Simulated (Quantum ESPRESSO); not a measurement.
The system is MoS2.

```
CELL_PARAMETERS angstrom
1.58150 0.91308 6.12333
-1.58150 0.91308 6.12333
0.00000 -1.82616 6.12333
ATOMIC_POSITIONS crystal
Mo 0.00000 0.00000 0.00000
S 0.74840 0.74840 0.74840
S 0.58490 0.58490 0.58490
```

Measurements of this composition are mostly on another form, of space group No. 194.

Base run:

- Program: Quantum ESPRESSO 7.5
- Functional: PBE
- Potentials or basis: GBRV 1.5 PBE
- Cutoff: 612 eV
- Density cutoff: 4898 eV
- k mesh: 7 × 7 × 7
- Occupations: gaussian, width 0.05 eV
- Spin: collinear spin, ferromagnetic start
- Starting moments: [2.0, 0.0, 0.0] μB
- Hubbard terms: Mo d U = 3 eV

Its results: band gap on the k mesh 0.91 eV, indirect (least direct gap 2.03 eV); pressure 9.0 GPa; net moment 0.00 μB per cell; largest force 1.275 eV/Å.

The run is repeated on the same cell with these changes: hubbard terms from Mo d U = 3 eV to Mo d U = 6 eV. What comes out?

Band gap on the k mesh none (metal or under the smearing width); pressure 28.3 GPa; net moment 2.00 μB per cell; site moments Mo +1.65; S -0.14 μB; largest force 2.292 eV/Å.

Caveats: forces of over 1 eV/Å show positions far from the minimum, so gaps and moduli don't describe the material at rest; an odd mesh through Γ misses points on the zone boundary, where band edges often lie (some runs); a pressure of tens of GPa on the cell as given is suspect, and the run, the potentials or the cell itself is likely at fault (some runs).
